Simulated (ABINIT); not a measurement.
Runs of ABINIT 10.8.3 (patched build) on ZrB2. The structure is hexagonal, space group P6/mmm (No. 191). Conventional cell: a = 3.170 Å, b = 3.170 Å, c = 3.533 Å, α = 90.00°, β = 90.00°, γ = 120.00°. Zr (site symmetry 6/mmm) is surrounded by 12 B at 2.54 Å. Around B (site symmetry -6m2) lie 3 B at 1.83 Å. 

| level | gap on the mesh (eV) | pressure (GPa) |
| --- | --- | --- |
| SCAN | none | -0.9 |
| RPBE | none | (a) |
| PBE | none | (b) |
| r2SCAN | none | 0.4 |
| WC | none | -3.6 |

Alike in all rows: task single point; potentials or basis JTH PAW PBE v2.0; no spin polarisation; cell as given; k mesh 10 × 10 × 8; cutoff (eV) 544; smearing fermi-dirac 0.05 eV.

Question: Estimate the missing entries.

Answer: (a) 4.0; (b) 0.5.

Caveats: the PAW data sets were made with another functional, which shifts forces and pressure a little (some runs).

A k mesh can miss the band edges, and the runs leave out spin-orbit coupling on Zr.

A gap of «none» marks a metal or a gap under the smearing width.
